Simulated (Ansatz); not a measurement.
# Cs2Li3Br5 (C2/m):H_Br, thermodynamic levels from a 60-atom cell

Charge states of H_Br in Cs2Li3Br5 (C2/m), set against the band edges. Model: a cell of 60 host atoms with 1 Br taken out and 1 H put in.

Method: place-levels on PBEsol runs: charge-transition levels and formation energies with image-charge correction and potential alignment at the atomic sites, in Ansatz 0.2.0.

### Step 1. The structure

The cell holds 60 atoms: 12 Cs, 18 Li, 29 Br and 1 H. Cell: a = 15.495 Å, b = 12.965 Å, c = 9.925 Å, α = 90.0°, β = 114.9°, γ = 90.0°. It derives from Cs2Li3Br5 (space group C2/m). Nearest the centre at fractional (0.500, 0.667, 0.500): H58 at 0.00 Å, Li45 at 2.49 Å, Li48 at 2.49 Å, Cs23 at 3.55 Å, Cs43 at 3.55 Å, Cs22 at 3.55 Å, Cs42 at 3.55 Å, Br52 at 3.97 Å.

As a file:

```xyz
60
Lattice="15.4949 0.0000 -0.0002 0.0000 12.9647 0.0000 -4.1774 0.0000 9.0033" Properties=species:S:1:pos:R:3 pbc="T T T"
Cs   -0.1523    0.0000    6.5421
Cs    7.5951    2.1608    6.5420
Cs    3.7224    2.1608    2.4611
Cs   11.4698    0.0000    2.4610
Li    4.0277    0.0000    6.3804
Li   11.7752    2.1608    6.3803
Li   -0.4577    2.1608    2.6228
Li    7.2898    0.0000    2.6227
Li    0.0000    0.0000    0.0000
Li    7.7474    2.1608   -0.0001
Br   -2.3938    2.1608    8.4591
Br    5.3536    0.0000    8.4590
Br    5.9639    0.0000    0.5441
Br   13.7113    2.1608    0.5441
Br    0.8227    0.0000    2.6765
Br    8.5701    2.1608    2.6764
Br   -2.0887    2.1608    4.5017
Br    5.6588    0.0000    4.5016
Br    2.7474    2.1608    6.3267
Br   10.4948    0.0000    6.3266
Cs   -0.1523    4.3216    6.5421
Cs    7.5951    6.4823    6.5420
Cs    3.7224    6.4823    2.4611
Cs   11.4698    4.3216    2.4610
Li    4.0277    4.3216    6.3804
Li   11.7752    6.4823    6.3803
Li   -0.4577    6.4823    2.6228
Li    7.2898    4.3216    2.6227
Li    0.0000    4.3216    0.0000
Li    7.7474    6.4823   -0.0001
Br   -2.3938    6.4823    8.4591
Br    5.3536    4.3216    8.4590
Br    5.9639    4.3216    0.5441
Br   13.7113    6.4823    0.5441
Br    0.8227    4.3216    2.6765
Br    8.5701    6.4823    2.6764
Br   -2.0887    6.4823    4.5017
Br    5.6588    4.3216    4.5016
Br    2.7474    6.4823    6.3267
Br   10.4948    4.3216    6.3266
Cs   -0.1523    8.6431    6.5421
Cs    7.5951   10.8039    6.5420
Cs    3.7224   10.8039    2.4611
Cs   11.4698    8.6431    2.4610
Li    4.0277    8.6431    6.3804
Li   11.7752   10.8039    6.3803
Li   -0.4577   10.8039    2.6228
Li    7.2898    8.6431    2.6227
Li    0.0000    8.6431    0.0000
Li    7.7474   10.8039   -0.0001
Br   -2.3938   10.8039    8.4591
Br    5.3536    8.6431    8.4590
Br    5.9639    8.6431    0.5441
Br   13.7113   10.8039    0.5441
Br    0.8227    8.6431    2.6765
Br    8.5701   10.8039    2.6764
Br   -2.0887   10.8039    4.5017
H     5.6588    8.6431    4.5016
Br    2.7474   10.8039    6.3267
Br   10.4948    8.6431    6.3266
```

Screening for the image-charge correction: ε∞ = (3.02, 2.98, 3.01), ε0 = principal values (7.12, 8.66, 10.33), from a response run on this crystal (DFPT, PBEsol) at that run's own cell.

The cell's shortest repeat is 9.9 Å.

### Step 2. Charge states

Levels follow from differences of total energies between charge states, each relaxed by itself.

Each atom starts 0.05 Å or so off its site in a random direction: a symmetric start keeps its symmetry, and would miss off-centre moves and Jahn–Teller distortions. Forces are taken at one point at (¼, ¼, ¼). The cell holds 1 electron more than the neutral one, with a uniform background that keeps it neutral on the whole. The electron count is odd, so at least one spin is unpaired; this run locks the moment at 1 μB.

The sampling was tested on the host first: at the k-points planned (1x1x1 shifted 0.25 0.25 0.25) its energy lies 0.000 eV an atom from the dense-mesh value, under the bound of 0.02 eV set for this test; that bounds the host's error, not the defect's.

One of the inputs; charge, spin and start change from state to state.

Contents of qm1_M1.relax/input.yaml:

```yaml
crystal:
  lattice:
    - [15.49485591, 0.0, -0.00017883]
    - [0.0, 4.32156034, 0.0]
    - [-4.17735126, 0.0, 9.00330237]
  atoms:
    - { symbol: Cs, position: [0.18607097, 0.0, 0.72663788] }
    - { symbol: Cs, position: [0.68607097, 0.5, 0.72663788] }
    - { symbol: Cs, position: [0.31392903, 0.5, 0.27336212] }
    - { symbol: Cs, position: [0.81392903, 0.0, 0.27336212] }
    - { symbol: Li, position: [0.45099841, 0.0, 0.7086854] }
    - { symbol: Li, position: [0.95099841, 0.5, 0.7086854] }
    - { symbol: Li, position: [0.04900159, 0.5, 0.2913146] }
    - { symbol: Li, position: [0.54900159, 0.0, 0.2913146] }
    - { symbol: Li, position: [0.0, 0.0, 0.0] }
    - { symbol: Li, position: [0.5, 0.5, 0.0] }
    - { symbol: Br, position: [0.09880947, 0.5, 0.93955319] }
    - { symbol: Br, position: [0.59880947, 0.0, 0.93955319] }
    - { symbol: Br, position: [0.40119053, 0.0, 0.06044681] }
    - { symbol: Br, position: [0.90119053, 0.5, 0.06044681] }
    - { symbol: Br, position: [0.13324205, 0.0, 0.29728397] }
    - { symbol: Br, position: [0.63324205, 0.5, 0.29728397] }
    - { symbol: Br, position: [0.0, 0.5, 0.5] }
    - { symbol: Br, position: [0.5, 0.0, 0.5] }
    - { symbol: Br, position: [0.36675795, 0.5, 0.70271603] }
    - { symbol: Br, position: [0.86675795, 0.0, 0.70271603] }
  supercell: [1, 3, 1]
  defects: [{ substitution: { at: 57, symbol: H } }]
total_charge: -1
basis:
  ecutwfc: 420
  xc_grid: 2
hamiltonian:
  xc: pbesol
kpoints:
  mp_grid: { grid: [1, 1, 1], shift: [0.25, 0.25, 0.25] }
magnetization:
  spin_polarized: true
  initial_magnetization: 1
  spin_locking: { lock_magnetization: hard }
scf:
  occupations: { method: fixed }
  max_iter: 80
output:
  forces: true
  charged_corrections:
    epsilon: [3.02, 2.98, 3.01]
    static_epsilon: [[7.28, 0.0, -0.47], [0.0, 10.33, 0.0], [-0.47, 0.0, 8.5]]
relax:
  f_tol: 0.02
  max_steps: 80
  random_displacement: { amplitude: 0.05, seed: 8010 }
checkpoint:
  write: "../qm1_M1.relax.run"
  compress: false
  write_wavefunctions: true
  write_every: 100000
```

On the command line:

```sh
$ ansatz run input.yaml --threads 4 --pin off --max-ram 7536MiB --backend cpu --events-out ev --progress --plain --runs-dir out
```

The relaxed structure is kept and the sampling changed to a 2×2×2 shifted mesh.

The run of this state that the levels use, under PBEsol:

Contents of qm1_M1.point/input.yaml:

```yaml
crystal:
  checkpoint: "../qm1_M1.relax.run"
  host: checkpoint
total_charge: -1
basis:
  ecutwfc: 420
  xc_grid: 2
hamiltonian:
  xc: pbesol
kpoints:
  mp_grid: { grid: [2, 2, 2], shift: [0.5, 0.5, 0.5] }
magnetization:
  spin_polarized: true
  initial_magnetization: 1
  spin_locking: { lock_magnetization: hard }
scf:
  occupations: { method: fermi_dirac, width: 0.01 }
  max_iter: 80
output:
  forces: true
  eigenvalues: true
  charged_corrections:
    epsilon: [3.02, 2.98, 3.01]
    static_epsilon: [[7.28, 0.0, -0.47], [0.0, 10.33, 0.0], [-0.47, 0.0, 8.5]]
    defect_position: [0.5, 0.666667, 0.5]
  eigenstates: { localisation: true }
  populations: true
  efg: {}
  band_densities: [{ bands: [v1, v1] }, { bands: [c1, c1] }]
  write_density: true
  write_potential: true
  volumetric_format: npy
  elf: true
checkpoint:
  read: "../qm1_M1.relax.run"
  write: "../qm1_M1.point.run"
  compress: false
  write_wavefunctions: false
  write_every: 100000
```

Relaxations under PBEsol at one point at (¼, ¼, ¼); times on 4 threads of Arm Neoverse V1, shared host:

```csv
charge,moment (μB),occupations,outcome,steps,largest displacement against the far atoms (Å),time
−1,1,fixed,converged,16,0.91,8.8 min
0,0,fixed,converged,7,0.56,1.9 min
+1,1,fixed,converged,24,1.83,17 min
```

Single points under PBEsol at a 2×2×2 shifted mesh; times on 4 threads of Arm Neoverse V1, shared host:

```csv
charge,moment (μB),occupations,outcome,time
−1,1,fermi-dirac,converged,5.7 min
0,0,fermi-dirac,converged,2.2 min
+1,1,fermi-dirac,converged,4.3 min
```

Distances (Å) from H58 to the nearest atoms after relaxation with PBEsol:

```csv
charge,moment (μB),1.,2.,3.,4.,5.,6.
−1,1,Li 1.83,Li 1.89,Cs 2.87,Cs 2.89,Br 3.46,Br 3.75
0,0,Li 1.94,Li 1.94,Cs 3.48,Cs 3.48,Cs 3.48,Cs 3.49
+1,1,Li 2.24,Br 2.27,Cs 3.37,Br 3.39,Br 3.54,Li 3.72
```

### Step 3. Levels against the band edges, PBEsol

A charged cell interacts with its images and the background, and its potential has another zero than the host's. place-levels removes the first by a point-charge model, screened by the static dielectric constant since the ions have relaxed around the charge, and the second by comparing potentials at atoms far from the defect.

The host is a run of the defect-free crystal in the same cutoffs, grids and k-points, so that basis and sampling errors cancel in part in the differences. Its band edges come from a run of the primitive cell that searches the zone for them. The host is run in a cell of 20 atoms on a matching mesh. Chemical potentials are energies per atom of Br (solid Br2 (Cmce)) and H (H2 molecule), run with the same functional and cutoff.

Contents of levels.point.yaml:

```yaml
host:
  run: host.point.run
  levels_from: { run: edges.point.run }
states: [qm1_M1.point.run, q0.point.run, qp1_M1.point.run]
geometry_from:
  qm1_M1.point.run: qm1_M1.relax.run
  q0.point.run: q0.relax.run
  qp1_M1.point.run: qp1_M1.relax.run
  host.point.run: host.relax.run
chemical_potentials:
  Br:
    energy: -2736.47272
    dataset: "<sha256 of the dataset>"
  H:
    energy: -15.609288
    dataset: "<sha256 of the dataset>"
epsilon: [3.02, 2.98, 3.01]
static_epsilon:
  - [7.28, 0.0, -0.47]
  - [0.0, 10.33, 0.0]
  - [-0.47, 0.0, 8.5]
vertical:
  - { from: qm1_M1.point.run, to: qm1_M1.point_neutral.run }
  - { from: qp1_M1.point.run, to: qp1_M1.point_neutral.run }
```

On the command line:

```sh
$ ansatz place-levels levels.point.yaml -- --threads 4 --pin off --max-ram 7536MiB
```

Numbers of over 12 decimals in the logs are rounded to 6 here.

Log:

```text
[... repeated set-up lines and file paths are left out, and long positions are rounded to six places ...]
(+1/0) 0.647 eV above the valence edge, 3.728 eV under the conduction edge
(0/-1) 4.724 eV above the valence edge (+5.012 eV without the band-filling correction), in the conduction band
formation energy of charge +1: +2.185 eV with the Fermi level at the valence edge
formation energy of charge 0: +2.832 eV with the Fermi level at the valence edge
formation energy of charge -1: +7.557 eV with the Fermi level at the valence edge
vertical -1 to 0: no energy, since no alignment is typed
  the change from vertical[0].from (qm1_M1.point.run) to vertical[0].to (qm1_M1.point_neutral.run): by its potential at epsilon [3.02, 2.98, 3.01] it stands at 0.388 0.665 0.415, with an rms radius of about 3.0 Å (1.8 1.9 1.6 Å across the planes of the cell's [...]
vertical +1 to 0: no energy, since no alignment is typed
  the change from vertical[1].from (qp1_M1.point.run) to vertical[1].to (qp1_M1.point_neutral.run): by its potential at epsilon [3.02, 2.98, 3.01] it stands at 0.562 0.739 0.388, with an rms radius of about 1.1 Å (0.0 1.0 0.5 Å across the planes of the cell's [...]
  edges by pbesol of host.levels_from (edges.point.run), its mesh sampled to repeats of 29.78 Å (the valence edge +0.138 eV and the conduction edge -0.403 eV from those of the host's own run), gap 4.375 eV; the host is sampled to repeats of 28.92 Å
  the defect's cells are sampled to repeats of 28.92 Å, like sampling
  charge +1: -150155.4955 eV with its correction of +0.071 eV, at epsilon [[7.28, 0, -0.47], [0, 10.33, 0], [-0.47, 0, 8.5]], aligned at sites: -0.1131 eV, mean over 45 atomic sites at or beyond 4.96 Å from the defect at [0.5000, 0.6667, 0.5000], with [...]
  charge 0: +0.000 eV for its dipole among its images, +0.000 omitted
  charge -1: -150145.9566 eV with its correction of +0.299 eV, at epsilon [[7.28, 0, -0.47], [0, 10.33, 0], [-0.47, 0, 8.5]], aligned at sites: -0.1144 eV, mean over 45 atomic sites at or beyond 4.96 Å from the defect at [0.5000, 0.6667, 0.5000], with [...]
  of states[2] (qp1_M1.point.run): stability_check_not_made
  of states[1] (q0.point.run): its displacements don't fall off away from the defect: farther atoms stand 0.027 Å off the host's places. [...]
  of states[0] (qm1_M1.point.run): it parts from the run at its places by a charge that spreads by about 1.6 Å along one vector (1.6 Å or more is wide), by its potential at epsilon [3.02, 2.98, 3.01], taken for that of held ions (one typed too small widens [...]
  of vertical[0].from (qm1_M1.point.run): its displacements don't fall off away from the defect: farther atoms stand 0.064 Å off the host's places. [...]
  of vertical[0].to (qm1_M1.point_neutral.run): its displacements don't fall off away from the defect: farther atoms stand 0.064 Å off the host's places. [...]
  of vertical[1].from (qp1_M1.point.run): stability_check_not_made
```

The job ended after 0.34 s (4 threads of Arm Neoverse V1, shared host).

Levels between the charges placed, in eV above the valence top:

```csv
,gap (eV),(+1/0),(0/−1)
PBEsol,4.37,0.65,4.72
```

Corrections by state:

```csv
charge,moment (μB),image terms and alignment (eV),band filling (eV),ε used,"over the lowest of its charge, as the program ranks them, band filling apart (eV)"
+1,1.0,0.071,-,"principal values (7.12, 8.66, 10.33)",0.000
0,0.0,0.000,-,-,0.000
−1,1.0,0.299,-0.288,"principal values (7.12, 8.66, 10.33)",0.000
```

The charged structures listed were also run neutral, and place-levels reads from each pair, by the potential or the spins, how wide the charge is by which they differ; that can be the carrier of either run.

```csv
charge,rms radius (Å),spread where it is widest against the cell (Å),wide from (Å),reading
+1,1.1,0.96,2.25,narrow
−1,3.0,1.60,1.56,wide
```

The neutral runs of these pairs need not share the spin of the lowest neutral state, and very wide values only mean spread over the cell.

From the program's caveats on the states, each cut to its opening words:

- charge +1 (1 μB): flagged: stability check not made
- charge 0: its displacements don't fall off away from the defect: farther atoms stand 0.027 Å off the host's places
- charge −1 (1 μB): it parts from the run at its places by a charge that spreads by about 1.6 Å along one vector (1.6 Å or more is wide), by its potential at epsilon [3.02, 2.98, [...]
- charge −1 (1 μB): a band-filling correction moves a carrier to the host's band edge, which changes its energy by -0.288 eV
- charge −1 (1 μB): its displacements don't fall off away from the defect: farther atoms stand 0.064 Å off the host's places

Chemical potentials of the elements' reference phases, run alike. Formation energy by charge state (elemental references; gap 4.37 eV):

```csv
charge,at valence top (eV),at conduction bottom (eV),correction included (eV)
+1,2.18,6.56,0.07
0,2.83,2.83,0.00
−1,7.56,3.18,0.01
```

(Fermi level (eV), lowest formation energy (eV)): (0.00, 2.18), (0.40, 2.58), (0.79, 2.83), (1.19, 2.83), (1.59, 2.83), (1.99, 2.83), (2.39, 2.83), (2.79, 2.83), (3.18, 2.83), (3.58, 2.83), (3.98, 2.83), (4.37, 2.83)

### Step 4. The same at the relaxations' own k-points

The relaxations' own energies give the levels at their sampling, for comparison.

Contents of levels.relax_mesh.yaml:

```yaml
host:
  run: host.relax.run
  levels_from: { run: edges.relax.run }
states: [qm1_M1.relax.run, q0.relax.run, qp1_M1.relax.run]
chemical_potentials:
  Br:
    energy: -2736.47272
    dataset: "<sha256 of the dataset>"
  H:
    energy: -15.609288
    dataset: "<sha256 of the dataset>"
```

On the command line:

```sh
$ ansatz place-levels levels.relax_mesh.yaml -- --threads 4 --pin off --max-ram 7536MiB
```

Log:

```text
(+1/0) 0.648 eV above the valence edge, 3.727 eV under the conduction edge
[...]
formation energy of charge +1: +2.187 eV with the Fermi level at the valence edge
formation energy of charge 0: +2.835 eV with the Fermi level at the valence edge
formation energy of charge -1: +7.534 eV with the Fermi level at the valence edge
  edges by pbesol of host.levels_from (edges.relax.run), its mesh sampled to repeats of 29.78 Å (the valence edge +0.141 eV and the conduction edge -0.635 eV from those of the host's own run), gap 4.375 eV; the host is sampled to repeats of 16.33 Å
[... the lines on each state left out ...]
```

Wall time 0.12 s (4 threads).

Levels between neighbouring charges, in eV above the valence top:

```csv
,gap (eV),(+1/0),(0/−1)
"one point at (¼, ¼, ¼)",4.37,0.65,4.70
a 2×2×2 shifted mesh,4.37,0.65,4.72
```

Going from one point at (¼, ¼, ¼) to a 2×2×2 shifted mesh moves the levels that carry no band-filling term by up to 0.00 eV and formation energies against the elements by up to 0.02 eV; band-filling terms, which differ between samplings, are in these energies.

### Step 5. What came out

```yaml
gap_of_the_host: 4.37 eV (PBEsol)
level_plus_1_over_0: 0.65 eV above the valence top
level_0_minus_1: 4.72 eV above the valence top, past the conduction bottom (5.01 eV above the valence top without the band-filling term)
lowest_of_the_charges_placed_just_above_the_valence_top_0p02_ev: +1
lowest_of_the_charges_placed_just_below_the_conduction_bottom_0p02_ev: 0
lowest_formation_energy_at_mid_gap_of_the_charges_run_elemental_references: 2.83 eV
```

In words: Of the charges placed (−1, 0 and +1), the lowest changes at 0.65 eV (+1/0) above the valence top, in a gap of 4.37 eV. Charges above +1 were not placed, so these runs say nothing of levels that involve them. States placed: +1 at 1 μB; 0 at 0 μB; −1 at 1 μB. Other spin states or structures, where not listed, weren't placed. The program finds carriers beyond a band edge of the host and adds a band-filling term at charge −1 (-0.29 eV); steps to such a charge show no bound level, and a defect level inside a band would be read the same way. At charge −1 and +1 the atom put in ends up to 1.8 Å from its starting place, so the name tells the start alone and the levels can join different sites. H is taken at its element; compounds, which aren't counted here, bound the chemical potentials and would shift these formation energies. Going from one point at (¼, ¼, ¼) to a 2×2×2 shifted mesh moves the levels that carry no band-filling term by up to 0.00 eV and formation energies against the elements by up to 0.02 eV; band-filling terms, which differ between samplings, are in these energies. Limits: PBEsol makes the gap too small and tends to spread out bound carriers; spin–orbit coupling, which can matter with heavy atoms, is left out.

[Logs are printed without paths, hosts, clocks, repeated set-up lines and the standing remarks that a program may print on its own settings, such as how far it seeks lower states.]

[Hosts, paths, dates, database ids (printed as entryN), source tags and the programs' standing remarks are cut or masked in the printed files.]

[Where a table of states has a column of steps, it counts the stored structures, which are thinned; the runs took as many ionic steps or more.]

[A defect's name tells the site on which it was built; relaxed atoms can leave that site.]

[For some hosts the program warned that the k-mesh of the response run may be too coarse for force constants and the static dielectric constant; such warnings are not shown here.]
